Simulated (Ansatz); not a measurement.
# AgBr: the cost of one run

Computed with Ansatz 0.2.0 (DFT PBE, scalar-relativistic, plane waves, PAW, unless a step's input says otherwise).

The COD entry's cell or inner coordinates are ideal or old and differ from later refinements, so a difference from it is no clean test against experiment.

2 further runs of the same task are left out: 2 set aside as unsound or not needed.

## 1. The starting structure

Symmetry: Fm-3m, No. 225, cubic system. The conventional cell has a = 5.843 Å, b = 5.843 Å, c = 5.843 Å, α = 90.00°, β = 90.00°, γ = 90.00°. Ag (site symmetry m-3m) is surrounded by 6 Br at 2.92 Å. Br (site symmetry m-3m) is surrounded by 6 Ag at 2.92 Å.

Structure file:

```cif
data_structure
_symmetry_space_group_name_H-M 'Fm-3m'
_symmetry_Int_Tables_number 225
_cell_length_a 5.8433
_cell_length_b 5.8433
_cell_length_c 5.8433
_cell_angle_alpha 90.000
_cell_angle_beta 90.000
_cell_angle_gamma 90.000
_cell_volume 199.52
loop_
_atom_site_label
_atom_site_type_symbol
_atom_site_symmetry_multiplicity
_atom_site_Wyckoff_symbol
_atom_site_fract_x
_atom_site_fract_y
_atom_site_fract_z
_atom_site_occupancy
Ag1 Ag 4 a 0.00000 0.00000 0.00000 1
Br1 Br 4 b 0.50000 0.00000 0.00000 1
```

This cell was relaxed beforehand with the same method: volume 24.94 Å³/atom, gap on the mesh 0.69 eV.

## 2. Bands, states and charges

File input.yaml:

```yaml
crystal:
  lattice:
    - [0.0, 2.9216612883, 2.9216612883]
    - [2.9216612883, 0.0, 2.9216612883]
    - [2.9216612883, 2.9216612883, 0.0]
  atoms:
    - { symbol: Ag, position: [0.0, 0.0, 0.0] }
    - { symbol: Br, position: [0.5, 0.5, 0.5] }
basis:
  ecutwfc: 420
kpoints:
  mp_grid: { grid: [8, 8, 8] }
  band_path:
    path:
      - [[0.0, 0.0, 0.0], [0.5, 0.0, 0.5], [0.625, 0.25, 0.625]]
      - [[0.375, 0.375, 0.75], [0.0, 0.0, 0.0], [0.5, 0.5, 0.5], [0.5, 0.25, 0.75], [0.5, 0.0, 0.5]]
    npoints: 14
hamiltonian:
  xc: pbe
scf:
  occupations: { method: gaussian, width: 0.02 }
  n_extra_bands: 6
output:
  forces: true
  stress: true
  eigenvalues: true
  populations: true
  dos: { projected: true, de: 0.02, nscf_kmesh: { grid: [12, 12, 12] } }
  bader: true
  write_density: true
  write_potential: true
  elf: true
  volumetric_format: npy
```

Started as:

```console
ansatz run input.yaml --threads 1 --pin off --max-ram 2560MiB --backend cpu --events-out ev --progress --plain --runs-dir out
```

**Question.** How long does this run take on 1 thread of Arm Neoverse V1, shared host, and how much memory does it need?

About 12 s, with a peak of 0.3 GiB.
